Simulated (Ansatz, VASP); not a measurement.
One calculation of MoS2, two programs

```xyz
3
Lattice="3.1838 0.0000 0.0000 -1.5919 2.7573 0.0000 0.0000 0.0000 6.2272" Properties=species:S:1:pos:R:3 pbc="T T T"
Mo    0.0000    0.0000    3.1136
S     1.5919    0.9191    4.6372
S     0.0000    1.8382    1.5899
```

Measurements of this composition are mostly on another form, of space group No. 194.

Alike in both runs: task single point; functional RPBE; dispersion D3(BJ); k mesh 9 × 9 × 4; occupations fermi-dirac, width 0.05 eV; no spin polarisation.

```csv
,VASP,Ansatz
version,VASP 6.6.1,Ansatz 0.2.0
potentials or method,"VASP PAW PBE potentials, release 64 (Mo_sv, S)",Ansatz PAW
plane-wave cutoff (eV),520,420
valence electrons in the cell,26,26
```

Ansatz gave:

```
gap on the k mesh at the Fermi level (eV)       : none
pressure (GPa)                                  : -8.8
largest component of the traceless stress (GPa) : 8.00
rms of the force components (eV/Å)              : 0.224
dispersion energy (meV/atom)                    : -1915.4
```

**Question.** What did VASP give for the same quantities?

**Answer.** gap on the k mesh at the Fermi level (eV): none; pressure (GPa): -9.1; largest component of the traceless stress (GPa): 8.00; rms of the force components (eV/Å): 0.213; dispersion energy (meV/atom): -1915.3.

Atom by atom the forces differ by 0.010 eV/Å (rms over components). A gap of «none» marks a metal or a gap that the smearing closes.

Caveats: the PAW data sets were made with another functional, which shifts forces and pressure a little (VASP); the PAW data sets come from PBE, with cores solved anew for the run's functional, which leaves a small shift of forces and pressure (Ansatz).
